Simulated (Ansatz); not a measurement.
# Structures of Te2Mo: which is lowest?

Plane-wave DFT in Ansatz with scalar-relativistic PAW potentials, cutoff 420 eV, Γ-centred meshes chosen by cell and gap, Gaussian smearing with energies taken to zero width. Every cell was relaxed (cell and atoms) in a run of its own, within the symmetry of its start. Functional: PBE+D3(BJ).

Relaxed structures (starts from databases or built by putting these elements on another compound's sites):
A. P-6m2, 9 atoms in the computed cell, a = 3.497 Å, c = 21.309 Å; sites (symmetry × multiplicity) Te 3m. × 2 + 3m. × 2 + 3m. × 2, Mo -6m2 × 1 + 3m. × 2; start: database
B. P2_1/m, 12 atoms in the computed cell, a = 6.331 Å, b = 3.469 Å, c = 13.311 Å, β = 94.2°; sites (symmetry × multiplicity) Te m × 2 + m × 2 + m × 2 + m × 2, Mo m × 2 + m × 2; start: database
C. P6_3/mmc, 6 atoms in the computed cell, a = 3.497 Å, c = 13.702 Å; sites (symmetry × multiplicity) Te 3m. × 4, Mo -6m2 × 2; start: database
D. P-6m2, 3 atoms in the computed cell, a = 3.495 Å, c = 7.624 Å; sites (symmetry × multiplicity) Te 3m. × 2, Mo -6m2 × 1; start: database

Task: Rank them by energy. Could pressure change the order?

Result:
| structure | group | E − E(lowest) (meV/atom) | V (Å³/atom) | gap on mesh (eV) |
| --- | --- | --- | --- | --- |
| C | P6_3/mmc | 0.0 | 24.19 | 0.65 |
| A | P-6m2 | 17.8 | 25.07 | 0.71 |
| B | P2_1/m | 20.6 | 24.30 | 0.00 |
| D | P-6m2 | 54 | 26.89 | 0.93 |

C is lowest, 18 meV/atom under A. The lowest is also the densest of these, so pressure wouldn't bring one of the others in at first order. Other structures may lie lower than all of these, and vibrations aren't counted.

Spin-orbit coupling is left out, which matters for the bands of heavy elements. An atom lies near a switch of its D3 coefficient C6 between reference coordination numbers, so the dispersion energy changes steeply there and can make or shift the minimum.